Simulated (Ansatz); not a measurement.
Crystal: Ti.

```xyz
3
Lattice="4.5674 0.0000 0.0000 -2.2837 3.9555 0.0000 0.0000 0.0000 2.8262" Properties=species:S:1:pos:R:3 pbc="T T T"
Ti    2.2837    1.3185    1.4131
Ti    0.0000    2.6370    1.4131
Ti    0.0000    0.0000    0.0000
```

This isn't the form of Ti at room conditions, which is hcp.

| Property | Result |
| --- | --- |
| Program | Ansatz 0.2.0 |
| Task | relaxation of cell and atoms |
| Functional | RPBE |
| Potentials or basis | Ansatz PAW |
| Cutoff | 420 eV (not typed: the program's choice for these potentials) |
| k mesh | 7 × 7 × 9 |
| Occupations | fermi-dirac, width 0.05 eV |
| Spin | no spin polarisation |

At the start: volume 17.02 Å³/atom.

Where does the relaxation end?

It ends after 5 steps and the volume is 17.65 Å³/atom (+3.7 %); space group P6/mmm (No. 191, to 0.05 Å).

Step by step:
```tsv
step	energy change (eV)	largest force (eV/Å)	volume (Å³)
1	0.0000	0.0000	51.06
2	-0.0070	0.0000	54.52
3	-0.0230	0.0000	53.02
4	-0.0230	0.0000	52.95
5	-0.0233	0.0000	52.95
```

Final structure:
```cif
data_structure
_symmetry_space_group_name_H-M 'P 1'
_symmetry_Int_Tables_number 1
_cell_length_a 4.6273
_cell_length_b 4.6273
_cell_length_c 2.8555
_cell_angle_alpha 90.000
_cell_angle_beta 90.000
_cell_angle_gamma 120.000
_cell_volume 52.95
loop_
_atom_site_label
_atom_site_type_symbol
_atom_site_fract_x
_atom_site_fract_y
_atom_site_fract_z
_atom_site_occupancy
Ti1 Ti 0.66667 0.33333 0.50000 1
Ti2 Ti 0.33333 0.66667 0.50000 1
Ti3 Ti 0.00000 0.00000 0.00000 1
```

Caveat: the plane-wave basis is chosen anew once the cell has moved, so the energies of steps on either side of that aren't comparable; the PAW data sets come from PBE, with cores solved anew for the run's functional, which leaves a small shift of forces and pressure.
